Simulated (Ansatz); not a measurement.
**How settings move the G0W0 gap of MgTe (wurtzite)**

MgTe built on the wurtzite prototype, relaxed with r2SCAN; one-shot G0W0 in Ansatz without spin-orbit coupling. Spin-unpolarised throughout; all numbers are computed.

```cif
data_structure
_symmetry_space_group_name_H-M 'P 1'
_symmetry_Int_Tables_number 1
_cell_length_a 4.5776
_cell_length_b 4.5776
_cell_length_c 7.4551
_cell_angle_alpha 90.000
_cell_angle_beta 90.000
_cell_angle_gamma 120.000
_cell_volume 135.29
loop_
_atom_site_label
_atom_site_type_symbol
_atom_site_fract_x
_atom_site_fract_y
_atom_site_fract_z
_atom_site_occupancy
Mg1 Mg 0.33333 0.66667 0.99939 1
Mg2 Mg 0.66667 0.33333 0.49939 1
Te1 Te 0.33333 0.66667 0.37561 1
Te2 Te 0.66667 0.33333 0.87561 1
```

Gaps are read over the mesh points alone. G0W0 here is at a finite number of bands, screening cutoff and k mesh, not at the basis limit.

| start | potentials | frequency model | mesh | empty bands | screening cutoff (eV) | Kohn-Sham gap (eV) | G0W0 gap (eV) |
| --- | --- | --- | --- | --- | --- | --- | --- |
| PBE | PAW | contour deformation | 6×6×2 | 307 | 100 | 2.46 | 3.65 |
| PBE | PAW | contour deformation | 6×6×2 | 741 | 180 | 2.46 | 3.69 |
| PBE | PAW | contour deformation | 6×6×2 | 1439 | 260 | 2.46 | 3.71 |
| HSE06 | PAW | contour deformation | 6×6×2 | 741 | 180 | 3.32 | 4.12 |
| r2SCAN | PAW | contour deformation | 6×6×2 | 741 | 180 | 3.16 | 4.04 |
| PBE0 | PAW | contour deformation | 6×6×2 | 741 | 180 | 3.96 | 4.33 |
| PBE | PAW | Godby-Needs pole | 6×6×2 | 741 | 180 | 2.46 | 3.73 |
| PBE | PAW | contour deformation | 6×6×4 | 219 | 80 | 2.46 | 3.62 |
| PBE | norm-conserving | contour deformation | 6×6×2 | 741 | 180 | 2.45 | 3.65 |

Over the mesh points the PBE gap of 2.46 eV becomes a quasiparticle gap of 3.71 eV (direct at Γ), a change of +1.25 eV. Renormalisation factors Z lie between 0.75 and 0.80.

Raising bands and cutoff together moves the gap by +0.04 eV (100 to 180 eV), then +0.02 eV (180 to 260 eV); the last step is small, which bounds nothing strictly. Starting from HSE06 (3.32 eV against PBE's 2.46 eV) gives 4.12 eV, +0.43 eV from G0W0@PBE at the same screening cutoff. Starting from r2SCAN (3.16 eV against PBE's 2.46 eV) gives 4.04 eV, +0.35 eV from G0W0@PBE at the same screening cutoff. Starting from PBE0 (3.96 eV against PBE's 2.46 eV) gives 4.33 eV, +0.64 eV from G0W0@PBE at the same screening cutoff. The Godby-Needs plasmon pole differs from contour deformation by +0.04 eV. Norm-conserving potentials (wave cutoff 1143 eV against 420 eV) shift the quasiparticle gap by -0.04 eV and the PBE gap by -0.01 eV. r2SCAN runs take a wave cutoff of 500 eV.

The program warns that the k mesh is coarse for exact exchange in some of these runs, so their gaps aren't converged.
